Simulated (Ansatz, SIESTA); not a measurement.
## GaP: equilibrium volume by level of theory

It takes space group F-43m (No. 216, cubic). Conventional cell: a = 5.451 Å, b = 5.451 Å, c = 5.451 Å, α = 90.00°, β = 90.00°, γ = 90.00°. Ga (site symmetry -43m) has 4 P at 2.36 Å as nearest neighbours. P (site symmetry -43m) is surrounded by 4 Ga at 2.36 Å.

```csv
rung,level,program and potentials,cutoff (eV),k mesh,smearing,task,core time,chip,equilibrium volume (Å³/atom),miss,notes
GGA,PBEsol,"Ansatz, Ansatz PAW",420,6 × 6 × 6,fermi-dirac 0.05,relaxation of cell and atoms,5.2 s,Intel Xeon Platinum 8488C Sapphire Rapids,20.11,-0.6 %,"potentials made for PBE, which Ansatz adapts in part"
LDA,LDA,"Ansatz, Ansatz PAW",420,8 × 8 × 8,fermi-dirac 0.05,relaxation of cell and atoms,13 s,Intel Xeon Platinum 8259CL Skylake/Cascade Lake,(a),?,"potentials made for PBE, which Ansatz adapts in part"
GGA,RPBE,"Ansatz, Ansatz PAW",420,8 × 8 × 8,fermi-dirac 0.05,relaxation of cell and atoms,15 s,Intel Xeon Platinum 8259CL Skylake/Cascade Lake,21.43,+5.9 %,"potentials made for PBE, which Ansatz adapts in part"
GGA,BLYP,"Ansatz, Ansatz PAW",420,8 × 8 × 8,fermi-dirac 0.05,relaxation of cell and atoms,16 s,Intel Xeon Platinum 8259CL Skylake/Cascade Lake,21.92,+8.3 %,"potentials made for PBE, which Ansatz adapts in part"
GGA,revPBE,"Ansatz, all-electron LAPW, scalar-relativistic",-,8 × 8 × 8,fermi-dirac 0.05,relaxation of cell and atoms,27 s,Arm Neoverse V2,21.26,+5.0 %,-
LDA,LDA,"SIESTA, files PseudoDojo sr-lda-0.4.1-standard, DZP (energy shift 0.003 Ry; two zetas on semicore shells)",-,8 × 8 × 8,fermi-dirac 0.05,equation of state,7.4 min,Arm Neoverse V1,19.71,-2.6 %,atomic basis
```

Times are single runs on shared hosts and different chips, so they are rough; meshes, cutoffs and the tasks' sizes weigh on the time. All rows: no spin polarisation. Smearing widths are in eV. Meshes differ between rows, which moves values too. Meshes are those of the run's cell of 2 atoms unless a note names another. Relaxations start from the cell shown or near it and stop with a little pressure left. Misses use the values as printed. Runs on faulty files, with rough fits or with known faults for this quantity aren't shown. No row holds spin-orbit coupling.

Measured: 20.24 Å³/atom at 298 K (a printed reference work). The runs are for a static lattice.

Estimate the value left out from the other rows.

(a) 19.59 Å³/atom, miss -3.2 %.
